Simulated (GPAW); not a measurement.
SnSe2:

```
Sn Se
1.0
     3.81100    0.00000    0.00000
    -1.90550    3.30042    0.00000
     0.00000    0.00000    6.13600
Sn Se
1 2
Direct
  0.00000 0.00000 0.00000
  0.66667 0.33333 0.75100
  0.33333 0.66667 0.24900
```

Base run:

```yaml
Program: GPAW 26.7.0
Functional: LDA
Potentials_or_basis: the program's PAW data sets (release 1.2.1) made for this functional
Cutoff: 450 eV
Basis: pw
k_mesh: 7 × 7 × 4
Occupations: fermi-dirac, width 0.05 eV
Spin: no spin polarisation
```

Its results: band gap on the k mesh 0.68 eV, indirect (least direct gap 0.88 eV); pressure -0.2 GPa; largest force 0.449 eV/Å.

Q: The run is repeated on the same cell with these changes: functional from LDA to PBE; potentials or basis from the program's PAW data sets (release 1.2.1) made for this functional to GPAW PAW data sets (gpaw-data 1.2.1); cutoff from 450 eV to 500 eV. What comes out?

A: Band gap on the k mesh 0.82 eV, indirect (least direct gap 1.11 eV); pressure 5.1 GPa; largest force 0.761 eV/Å.

Caveats: the cutoff is short for stress and forces, so pressures can be off by a GPa or more; spin-orbit coupling is left out, which moves the levels of the heavy elements; an odd mesh through Γ misses points on the zone boundary, where band edges often lie; this functional lacks dispersion, which binds the layers, so the pressure and a relaxed spacing across them are unreliable (some runs).
